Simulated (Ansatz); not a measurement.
# AlN (Fm-3m): Grüneisen parameters

Does AlN (Fm-3m) expand much on heating, by its phonons?

Method: DFT LDA, scalar-relativistic, plane waves, PAW; PAW set soft_1, in Ansatz 0.2.0.

**1. The structure**

It takes space group Fm-3m (No. 225, cubic). The conventional cell has a = 4.010 Å, b = 4.010 Å, c = 4.010 Å, α = 90.00°, β = 90.00°, γ = 90.00°. Nearest to Al lie 6 N at 2.01 Å. Nearest to N lie 6 Al at 2.01 Å. Farther neighbours and most contacts between anions are not listed.

**2. The dispersion**

The cell comes from relaxations at this level that are not shown. Stability and thermal properties need the whole zone. Linear response on a 4×4×4 q mesh gives force constants as far as a supercell of that size would, and the tensors from the zone-centre run are typed in so that the long-range dipole term is interpolated apart.

Input file input.yaml:

```yaml
crystal:
  lattice:
    - [0.0, 2.0050964203, 2.0050964203]
    - [2.0050964203, 0.0, 2.0050964203]
    - [2.0050964203, 2.0050964203, 0.0]
  atoms:
    - { symbol: Al, position: [0.5, 0.5, 0.5] }
    - { symbol: "N", position: [0.0, 0.0, 0.0] }
kpoints:
  mp_grid: { grid: [12, 12, 12] }
hamiltonian:
  xc: lda
  pseudopotentials: { kind: paw, azcp: { folder: soft_1 }, xc_functional: pbe }
scf:
  occupations: { method: fixed }
output:
  eigenvalues: true
phonons:
  method: dfpt
  qmesh: [4, 4, 4]
  temperatures: { t_max: 1000, t_step: 50 }
  qpath:
    path:
      - [[0.0, 0.0, 0.0], [0.5, 0.0, 0.5], [0.625, 0.25, 0.625]]
      - [[0.375, 0.375, 0.75], [0.0, 0.0, 0.0], [0.5, 0.5, 0.5], [0.5, 0.25, 0.75], [0.5, 0.0, 0.5]]
    npoints: 10
  non_analytic_term:
    high_frequency_dielectric_tensor: [[5.0367, 0.0, 0.0], [0.0, 5.0367, 0.0], [0.0, 0.0, 5.0367]]
    born_effective_charges:
      - { species: Al, tensor: [[2.9538, 0.0, 0.0], [0.0, 2.9538, 0.0], [0.0, 0.0, 2.9538]] }
      - { species: "N", tensor: [[-2.9538, 0.0, 0.0], [0.0, -2.9538, 0.0], [0.0, 0.0, -2.9538]] }
    source: "zone-centre run at this cell"
```

On the command line:

```
> ansatz run input.yaml --threads 4 --pin off --max-ram 10240MiB --backend cpu --events-out ev --progress --plain --runs-dir out
```

Numbers of over 12 decimals in the logs are rounded to 6 here.

What it wrote:

```text
Engine: ansatz 0.2.0, aarch64-unknown-linux-gnu
Pseudopotentials: kind: paw
Pseudopotential: Al, paw, valence charge 3, recommended cutoff 420 eV (normal), soft_1/Al.paw.azcp
Pseudopotential: N, paw, valence charge 5, recommended cutoff 420 eV (normal), soft_1/N.paw.azcp
Functional definition: SPW92
  exchange = slater_x
  correlation = pw_c
Crystal: 2 atoms, lattice volume = 16.123 Å³
Basis set: ecut = 420 eV, 331 PW (Γ), exchange–correlation on 40×40×40 points (8 copies of the dense FFT grid, shifted against one another)
Bands: 8, of which v1, the nominal top of the filled ones, is band 4 counted from 1 (3 counted from 0)
Symmetry: 48 space group operations
k-points: 72 of 1728
Non-local potential: Al, projectors of the file, l = 0: 2, l = 1: 2, l = 2: 1
Non-local potential: N, projectors of the file, l = 0: 2, l = 1: 2, l = 2: 1
PAW form: soft (Blöchl's): semilocal exchange-correlation on the pseudo side does not see the compensation charge
PAW frozen core: Al, regenerated for the run's functional, and the local potential with it (the file was generated under x = pbe(κ = 0.804, μ = 0.219515), c = pbe(β = 0.066725))
PAW frozen core: N, regenerated for the run's functional, and the local potential with it (the file was generated under x = pbe(κ = 0.804, μ = 0.219515), c = pbe(β = 0.066725))
PAW one-centre angular grid: Al, 110 points (default); XC on 64 Gauss nodes
PAW one-centre angular grid: N, 110 points (default); XC on 64 Gauss nodes
Initial density: superposition of atomic densities (chi_scale 0.1, normalization cell, long waves kept (reshape's long-wave potential 0.00 eV rms))
Initial wavefunctions: pseudopotential atomic-orbital guess
Functional: x = slater, c = lda
SCF iter   1: F=—  HF=-890.756167 eV  |F-HF|=—  |Δ(HF+E_count)|=         —  Δρ=1.31e-1  dr2=3.08e0  ethr=3.10e-3  ⟨swp⟩=4.0  Hψ=3634  notcnv=0  defer=99
preconditioner: auto → none  [insulator: Δε(μ)=6.715 eV  Ē_g=17.790 eV  n_scr=0 (ndim 8)  ℏωp=26.2 eV  f_vac=0.000  ε∞_Penn≈3.2]
SCF iter   2: F=—  HF=-889.785753 eV  |F-HF|=—  |Δ(HF+E_count)|=   9.70e-1  Δρ=6.31e-2  dr2=3.39e-1  ethr=3.10e-3  ⟨swp⟩=2.8  Hψ=1789  notcnv=0  defer=44
SCF iter   3: F=—  HF=-889.677856 eV  |F-HF|=—  |Δ(HF+E_count)|=   1.08e-1  Δρ=2.00e-2  dr2=3.12e-2  ethr=3.10e-3  ⟨swp⟩=2.4  Hψ=1053  notcnv=0  defer=126
SCF iter   4: F=—  HF=-889.663327 eV  |F-HF|=—  |Δ(HF+E_count)|=   1.45e-2  Δρ=6.39e-4  dr2=2.26e-5  ethr=3.90e-4  ⟨swp⟩=2.0  Hψ=736  notcnv=0  defer=134
SCF iter   5: F=—  HF=-889.663328 eV  |F-HF|=—  |Δ(HF+E_count)|=   1.03e-6  Δρ=1.17e-4  dr2=8.97e-7  ethr=2.83e-7  ⟨swp⟩=2.0  Hψ=857  notcnv=0  defer=51
SCF iter   6: F=—  HF=-889.663327 eV  |F-HF|=—  |Δ(HF+E_count)|=   8.03e-7  Δρ=5.26e-6  dr2=1.74e-9  ethr=1.12e-8  ⟨swp⟩=1.8  Hψ=715  notcnv=0  defer=1
SCF iter   7: F=-889.663327 eV  HF=-889.663327 eV  |F-HF|=2.39e-12  |Δ(HF+E_count)|=  3.37e-10  Δρ=2.50e-7  dr2=5.66e-12  ethr=1.00e-12  ⟨swp⟩=5.1  Hψ=3432  notcnv=0
SCF 1 converged in 7 iterations: F = -889.663327 eV  dr2 = 5.66e-12
  greatest PAW one-centre occupation: 0.780 electrons in one spin orbital (limit 2), on the N atom at site 1 (counted from 0), in its partial waves of l = 0
NSCF: frozen V_eff on 72 k-points
NSCF: frozen V_eff on 163 k-points
DFPT response loops at q = (0, 0, 0) (fractional): preconditioner auto → none (the input reference at scf.mixing.eps_inf says where Resta's filter doesn't serve); β = 0.50; Broyden in place of MSR1
NSCF: frozen V_eff on 1872 k-points
DFPT response loops at q = (0, 0, 0.25) (fractional): mixed as the last ones told, above
NSCF: frozen V_eff on 952 k-points
DFPT response loops at q = (0, 0, -0.5) (fractional): mixed as the last ones told, above
NSCF: frozen V_eff on 1020 k-points
DFPT response loops at q = (0, 0.25, 0.25) (fractional): mixed as the last ones told, above
NSCF: frozen V_eff on 3456 k-points
DFPT response loops at q = (0, 0.25, -0.5) (fractional): mixed as the last ones told, above
NSCF: frozen V_eff on 1872 k-points
DFPT response loops at q = (0, 0.25, -0.25) (fractional): mixed as the last ones told, above
NSCF: frozen V_eff on 560 k-points
DFPT response loops at q = (0, -0.5, -0.5) (fractional): mixed as the last ones told, above
NSCF: frozen V_eff on 1020 k-points
DFPT response loops at q = (0.25, -0.5, -0.25) (fractional): mixed as the last ones told, above
SCF converged after 7 iterations
Free energy (F): -889.663327 eV
Harris-Foulkes:  -889.663327 eV  (|F-HF|=2.39e-12)
Internal energy: -889.663327 eV  (E = F + TS)
E sigma→0 (E₀):  -889.663327 eV
Fermi energy:    11.282477 eV
--- Per-component energies (eV) ---
  E_band       = 38.924139
  E_kinetic    = 160.917585
  E_local      = -153.869015  (includes V_loc(G=0)·N_el)
  E_nonlocal   = 45.473757
  E_hartree    = 60.396668
  E_xc         = -99.780174
  E_vxc        = -109.064590  (∫ρ·V_xc dr)
  E_paw        = -564.370658  (= ΣΔE_a)
  E_vpaw       = -25.327747  (= ΣTr[D̂ρ^β])
  E_aug_tail   = 0.000784  (compensation charges beyond the density's cutoff)
  E_ewald      = -338.568035
  E_core_change = 0.135761  (= ΣΔE_core)
  E_smearing   = -0.000000  (= −TS)
  E_closure    = 0.000000  (closes the sum)
  Σ components = -889.663327   (vs F -889.663327, Δ=0.00e0)
--- Band table (eV; the first three rows and the last of 72) ---
  k-point 0: bands = ["-6.3358", "11.2825", "11.2825", "11.2825", "17.3951", "23.3280", "23.3280", "23.3280"]
  k-point 1: bands = ["-6.1884", "10.5587", "11.1916", "11.1916", "17.8326", "22.6600", "23.5555", "23.5555"]
  k-point 2: bands = ["-5.7548", "8.8901", "10.9564", "10.9564", "18.4505", "22.0240", "23.9145", "23.9145"]
  k-point 71: bands = ["-1.6935", "5.4294", "5.4294", "7.2764", "19.4810", "22.0215", "22.0215", "23.6853"]
--- Phonons (Γ-DFPT): 2 representative perturbations + reference (Σ response iterations 7) ---
  ASR residual: 1.761e-4 → 0.000e0 eV/Å²; symmetrization residual: 5.374e-7 eV/Å²
  ASR residual per site (eV/Å²): 3.07e-5 1.76e-4
  Γ frequencies (cm⁻¹): 0.00 0.00 0.00 478.11 478.11 478.11
--- Phonons (arbitrary-q DFPT): 8 irreducible q on the 4×4×4 mesh ---
  q = [0.0000, 0.0000, 0.0000] (star 1, of the zone-centre solve; hermiticity 1.39e-7, symmetrization 1.39e-14): -0.00 0.00 0.00 478.11 478.11 478.11
  q = [0.0000, 0.0000, 0.2500] (star 8, 2 solved perturbations on 936 of 1728 k-point pairs; hermiticity 5.02e-8, symmetrization 1.36e-14): 219.85 219.85 435.14 476.49 476.49 861.46
  q = [0.0000, 0.0000, -0.5000] (star 4, 2 solved perturbations on 476 of 1728 k-point pairs; hermiticity 9.47e-9, symmetrization 4.73e-9): 310.80 310.80 459.67 459.67 688.46 763.98
  q = [0.0000, 0.2500, 0.2500] (star 6, 4 solved perturbations in 1608 linear systems a pass and spin channel, the states on 510 of 1728 k-point pairs; hermiticity 1.12e-7, symmetrization 8.03e-15): 273.95 273.95 390.06 534.45 534.45 791.08
  q = [0.0000, 0.2500, -0.5000] (star 24, 4 solved perturbations in 5328 linear systems a pass and spin channel, the states on 1728 of 1728 k-point pairs; hermiticity 6.27e-8, symmetrization 4.15e-9): 322.95 372.25 520.02 532.45 610.85 739.07
  q = [0.0000, 0.2500, -0.2500] (star 12, 4 solved perturbations in 2892 linear systems a pass and spin channel, the states on 936 of 1728 k-point pairs; hermiticity 3.54e-8, symmetrization 3.93e-15): 293.81 378.70 480.57 511.81 616.09 766.74
  q = [0.0000, -0.5000, -0.5000] (star 3, 4 solved perturbations in 886 linear systems a pass and spin channel, the states on 280 of 1728 k-point pairs; hermiticity 5.67e-8, symmetrization 3.27e-10): 334.31 334.31 476.24 581.30 581.30 731.56
  q = [0.2500, -0.5000, -0.2500] (star 6, 4 solved perturbations in 1544 linear systems a pass and spin channel, the states on 510 of 1728 k-point pairs; hermiticity 2.55e-8, symmetrization 8.55e-11): 398.18 425.85 425.85 608.83 673.47 673.47
  sum rule: each row above includes the acoustic sum rule's correction from the zone centre's row sums; it moved no ω² by more than (1.85 cm⁻¹)²
  mesh force constants: q→R imaginary residual 1.76e-18; ASR residual 1.761e-4 → 0.000e0 eV/Å²; symmetrization residual 1.776e-14 eV/Å²
  interpolated dispersion: 63 rows × 6 modes
  density of states and harmonic sums: on the 28×28×28 q-mesh, interpolated from the force constants of a 4×4×4 supercell (with the dipole–dipole term of supplied tensors)
  largest difference from the sums on the solved wave vectors: F 6.21e-3 eV, S 1.04e-5 and C_V 3.91e-6 eV/K
  zero-point energy: 0.185724 eV/cell   skipped modes (ω ≤ 0): 3   left out of the sums: 2.28e-5 of the cell's modes: C_V's classical limit lies that fraction below 3 k_B per atom; for a crystal, a wire or a layer, F and S can be off by more, and a phonons.interpolated_qmesh denser along its periods is the remedy for the sampling
```

It took 33 s on 4 threads of Arm Neoverse V1, shared host; peak memory 0.78 GiB; 2.1 min of CPU time.

The column dr2 measures how far the density is from self-consistency, as an energy; F and HF (Harris–Foulkes) agree once it is small.

Numbers from this step:

- gap on the k-mesh: 4.711 eV
- volume per atom: 8.061 Å³
- sum-rule residual before enforcement: 1.76e-4 eV/Å²
- lowest frequency on the path: 0 cm⁻¹
- point group: m-3m
- highest frequency on the path or at a solved wavevector: 895.5 cm⁻¹
- mean frequency: 499.3 cm⁻¹
- Debye temperature (second moment): 976 K
- logarithmic mean frequency: 470.5 cm⁻¹
- highest optical mode at the zone centre (no LO-TO term): 478.1 cm⁻¹
- lowest optical zone-centre mode: 478.1 cm⁻¹
- lowest mode on the q mesh (acoustic modes at Γ apart): 219.8 cm⁻¹
- zero-point energy per atom: 92.86 meV
- heat capacity at 300 K: 15.81 J/(mol atoms K)
- vibrational entropy at 300 K: 10.11 J/(mol atoms K)

Frequencies (cm⁻¹) solved at each irreducible wavevector; negative means imaginary. Frequencies by wavevector, by row:

| q in reciprocal lattice units | star | mode 1 | mode 2 | mode 3 | mode 4 | mode 5 | mode 6 |
| --- | --- | --- | --- | --- | --- | --- | --- |
| 0 0 0 | 1 | 0 | 0 | 0 | 478.1 | 478.1 | 478.1 |
| 0 0 0.25 | 8 | 219.8 | 219.8 | 435.1 | 476.5 | 476.5 | 861.5 |
| 0 0 -0.5 | 4 | 310.8 | 310.8 | 459.7 | 459.7 | 688.5 | 764 |
| 0 0.25 0.25 | 6 | 273.9 | 273.9 | 390.1 | 534.5 | 534.5 | 791.1 |
| 0 0.25 -0.5 | 24 | 322.9 | 372.2 | 520 | 532.5 | 610.9 | 739.1 |
| 0 0.25 -0.25 | 12 | 293.8 | 378.7 | 480.6 | 511.8 | 616.1 | 766.7 |
| 0 -0.5 -0.5 | 3 | 334.3 | 334.3 | 476.2 | 581.3 | 581.3 | 731.6 |
| 0.25 -0.5 -0.25 | 6 | 398.2 | 425.9 | 425.9 | 608.8 | 673.5 | 673.5 |

Symmetry leaves 8 wavevectors to solve. The lowest mode among them, the acoustic zeros apart, lies at q = (0, 0, 0.25) and is real, 220 cm⁻¹.

**3. Relaxing at another volume, volume ratio 0.97**

The volume is scaled by 0.97 and held; symmetry leaves nothing to relax, so this is a single point. The modes can then be followed against volume.

input.yaml, the sections that differ from step 2:

```yaml
crystal:
  lattice:
    - [0.0, 1.9848415363, 1.9848415363]
    - [1.9848415363, 0.0, 1.9848415363]
    - [1.9848415363, 1.9848415363, 0.0]
  atoms:
    - { symbol: Al, position: [0.5, 0.5, 0.5] }
    - { symbol: "N", position: [0.0, 0.0, 0.0] }
output:
  forces: true
  stress: true
  eigenvalues: true
  write_density: true
  write_potential: true
  elf: true
  volumetric_format: npy
# kpoints, hamiltonian, scf: as in step 2
# phonons: removed
```

What it wrote:

```text
[...]
Crystal: 2 atoms, lattice volume = 15.639 Å³
Basis set: ecut = 420 eV, 331 PW (Γ)
Bands: 8, of which v1, the nominal top of the filled ones, is band 4 counted from 1 (3 counted from 0)
Symmetry: 48 space group operations
[...]
k-points: 72 of 1728
[...]
Free energy (F): -889.650115 eV
[...]
Internal energy: -889.650115 eV  (E = F + TS)
E sigma→0 (E₀):  -889.650115 eV
Fermi energy:    11.731227 eV
[...]
--- Stress (GPa, compression-positive) ---
        8.952465       0.000000       0.000000
        0.000000       8.952465       0.000000
        0.000000       0.000000       8.952465
  P = ⅓ Tr σ = 8.9525 GPa (89.525 kbar)
--- Band table (eV; the first three rows and the last of 72) ---
[...]
[key lines of the parts left out:]
SCF converged after 6 iterations
```

It took 0.42 s on 4 threads; peak memory 0.25 GiB.

Numbers from this step:

```yaml
pressure: 8.952 GPa
gap_on_the_k_mesh: 5.015 eV
volume_per_atom: 7.819 Å³
direct_gap_on_mesh: 6.569 eV
```

Electrostatic potential energy in the ac plane of the conventional cell at fractional y = 0.000, with atoms of Al and N within 0.2 Å of it. With pseudopotentials it is smooth inside the atoms' cores, unlike the true potential.

Values in eV, 14 rows by 14 columns, each cell a mean:
```
-39 -27  -4   7  -2   0  16  22   9  -3   2   5 -14 -34
-19  -8   6  10   2  -3   0   3  -2  -2   6  10   1 -14
  4   7  11  11   8   2  -2  -2  -1   5  10  12  10   5
  1   4   8  11  11  10   7   6   8  11  11  10   6   2
 -2  -3   0   8  11   6  -4  -8   0   9  11   5  -2  -3
 14   4  -3   4   7  -8 -27 -32 -20   0   8  -1  -2   9
 26  14  -2   1   4 -19 -39 -41 -32  -8   6  -2   3  22
 22   9  -3   2   5 -14 -34 -39 -27  -4   7  -2   0  16
  3  -2  -2   6  10   1 -14 -19  -8   6  10   2  -3   0
 -2  -1   5  10  12  10   5   4   7  11  11   8   2  -2
  6   8  11  11  10   6   2   1   4   8  11  11  10   7
 -8   0   9  11   5  -2  -3  -2  -3   0   8  11   6  -4
-32 -20   0   8  -1  -2   9  14   4  -3   4   7  -8 -27
-41 -32  -8   6  -2   3  22  26  14  -2   1   4 -19 -39
```
Columns run along a (4.0 Å; values clipped at the 3rd and 97th percentile), rows up along c (4.0 Å), edges of the conventional cell, whose origin can differ from the input's. Atoms in or near the plane, at fractional coordinates: Al at (0.50, 0.00), Al at (0.00, 0.50), N at (0.00, 0.00), N at (0.50, 0.50).

ELF in the ac plane of the conventional cell at fractional y = 0.000, with atoms of Al and N within 0.2 Å of it. It is the smooth field of the valence electrons, not physical close to the nuclei.

Ten even steps from '_' (0.02) to '@' (0.83), each cell a mean:
```
==##@@@@++..______::##@@@@++
%%@@@@##--........::++%%@@@@
@@@@##==::--++**++----++%%@@
%%**==::==##@@@@%%++----++##
--::::==##@@@@@@@@%%++--::::
____::**@@@@##**%%@@%%++..__
____--%%@@%%==..**@@@@**..__
____::##@@@@++==##@@@@++..__
....::++%%@@@@%%@@@@##--....
**++----++%%@@@@@@##==::--++
@@%%++----++##%%**==::==##@@
@@@@%%++--::::--::::==##@@@@
**%%@@%%++..______::**@@@@##
..**@@@@**..______--%%@@%%==
```
Columns run along a (4.0 Å), rows up along c (4.0 Å), edges of the conventional cell, whose origin can differ from the input's. Atoms in or near the plane, at fractional coordinates: Al at (0.50, 0.00), Al at (0.00, 0.50), N at (0.00, 0.00), N at (0.50, 0.50).

Valence density in the ac plane of the conventional cell at fractional y = 0.000, with atoms of Al and N within 0.2 Å of it. It is the smooth field of the valence electrons, not physical close to the nuclei.

Ten even steps from '0' (0.0 e/Å³) to '9' (3.5 e/Å³), each cell a mean:
```
98410000001259
64210000000135
22100000000012
10000111100001
00001244310000
00002488631000
00012699841000
00012599841000
00001356421000
00000122210000
11000011000011
43100000000124
86310000000248
98410000001269
```
Columns run along a (4.0 Å), rows up along c (4.0 Å), edges of the conventional cell, whose origin can differ from the input's. Atoms in or near the plane, at fractional coordinates: Al at (0.50, 0.00), Al at (0.00, 0.50), N at (0.00, 0.00), N at (0.50, 0.50).

[end of part 1 of 2]

[Logs are printed without paths, hosts, clocks, repeated set-up lines and the standing remarks that a program may print on its own settings, such as how far it seeks lower states.]

[Hosts, paths, dates, database ids (printed as entryN), source tags and the programs' standing remarks are cut or masked in the printed files.]
